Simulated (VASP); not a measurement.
# KF: relaxation with set parts of the cell free, by functional and free to move

KF, P1 (no. 1), 2 atoms in the cell.

| Functional | Free to move | Volume (Å³/atom) | Pressure in a fresh run at the final cell (GPa) | Pressure printed at the end of the relaxation (GPa) | Ionic steps, all stages | Electronic steps, all stages | Time (s) |
|---|---|---|---|---|---|---|---|
| AM05 | atoms | 17.587 | -1.46 | -1.46 | 7 | 59 | 33 |
| AM05 | atoms, shape and volume | 16.739 | 0.03 | 0.03 | 11 | 90 | 49 |
| AM05 | atoms and shape at fixed volume | 17.587 | -1.45 | -1.45 | 9 | 75 | 36 |
| AM05 | atoms and volume | 16.734 | 0.05 | 0.04 | 11 | 91 | 52 |
| AM05 | atoms and the z components of the lattice | 17.303 | -1.00 | -1.00 | 10 | 85 | 48 |
| AM05 | atoms and the x and y components of the lattice | 16.973 | -0.41 | -0.41 | 12 | 96 | 53 |
| AM05 | atoms and the y and z components of the lattice | 16.961 | -0.38 | -0.40 | 10 | 84 | 46 |
| PBE | atoms | 17.587 | -0.45 | -0.45 | 8 | 69 | 22 |
| PBE | atoms, shape and volume | 17.329 | 0.05 | 0.01 | 12 | 97 | 31 |
| PBE | atoms and shape at fixed volume | 17.587 | -0.47 | -0.47 | 10 | 78 | 24 |
| PBE | shape alone | 17.587 | -0.37 | -0.41 | 9 | 63 | 21 |
| PBE | shape and volume | 17.384 | 0.01 | -0.01 | 9 | 76 | 25 |
| PBE | volume alone | 17.383 | 0.01 | 0.01 | 8 | 71 | 24 |
| PBE | atoms and volume | 17.308 | 0.06 | 0.06 | 9 | 78 | 25 |
| PBE | atoms and the z components of the lattice | 17.510 | -0.33 | -0.33 | 9 | 78 | 26 |
| PBE | atoms and the x and y components of the lattice | 17.376 | -0.07 | -0.09 | 12 | 95 | 31 |
| PBE | atoms and the y and z components of the lattice | 17.362 | -0.05 | -0.05 | 11 | 92 | 29 |

Limits: the start was distorted on purpose (random strain, atoms moved at random), so the space group given is the start's and not the crystal's.

## Input of the first row

INCAR.step1:
```
SYSTEM = KF
ALGO = Normal
EDIFF = 1E-6
EDIFFG = -0.01
ENCUT = 550
GGA = AM
IBRION = 2
ISIF = 2
ISMEAR = 0
ISYM = 0
KPAR = 4
LASPH = .TRUE.
LCHARG = .FALSE.
LREAL = .FALSE.
LWAVE = .FALSE.
NELM = 100
NSW = 60
POTIM = 0.5
PREC = Accurate
SIGMA = 0.05
```

INCAR.step3, as INCAR.step1 but for:
```
- EDIFFG = -0.01
- IBRION = 2
- NSW = 60
- POTIM = 0.5
+ NSW = 0
```

KPOINTS:
```
k-points
0
Gamma
  5 5 5
```

POSCAR.step1:
```
KF
1.0
    3.2702170000     -0.0078470000     -0.0033650000
   -0.0078470000      3.2884600000      0.0167430000
   -0.0033650000      0.0167430000      3.2708360000
K F
1 1
Direct
    0.0116840000     -0.0005930000     -0.0008220000
    0.4883160000      0.5005930000      0.5008220000
```

POSCAR.step3:
```
KF
1.0
    3.2702170000     -0.0078470000     -0.0033650000
   -0.0078470000      3.2884600000      0.0167430000
   -0.0033650000      0.0167430000      3.2708360000
K F
1 1
Direct
    0.9991371959      0.9994339585      0.9998659195
    0.5008628041      0.5005660415      0.5001340805
```

Commands (each step's output is kept before the next begins):
```
cat potpaw_PBE.64/K_sv/POTCAR potpaw_PBE.64/F/POTCAR > POTCAR
cp INCAR.step1 INCAR
cp POSCAR.step1 POSCAR
mpirun -np 4 vasp_std > vasp.out
cp CONTCAR POSCAR
mpirun -np 4 vasp_std > vasp.out
cp CONTCAR POSCAR
cp INCAR.step3 INCAR
cp POSCAR.step3 POSCAR
mpirun -np 4 vasp_std > vasp.out
```

Changes of the last row against the first:
```
(step 1)
- GGA = AM
- NSW = 60
- ISIF = 2
+ NSW = 80
+ ISIF = 3
+ LATTICE_CONSTRAINTS = .FALSE. .TRUE. .TRUE.
(step 2)
- GGA = AM
- NSW = 60
- ISIF = 2
+ NSW = 80
+ ISIF = 3
+ LATTICE_CONSTRAINTS = .FALSE. .TRUE. .TRUE.
(step 3)
- GGA = AM
```

VASP 6.6.1 took 33 s on 4 cores (AMD EPYC 9R45 (Zen 5)), a shared host.
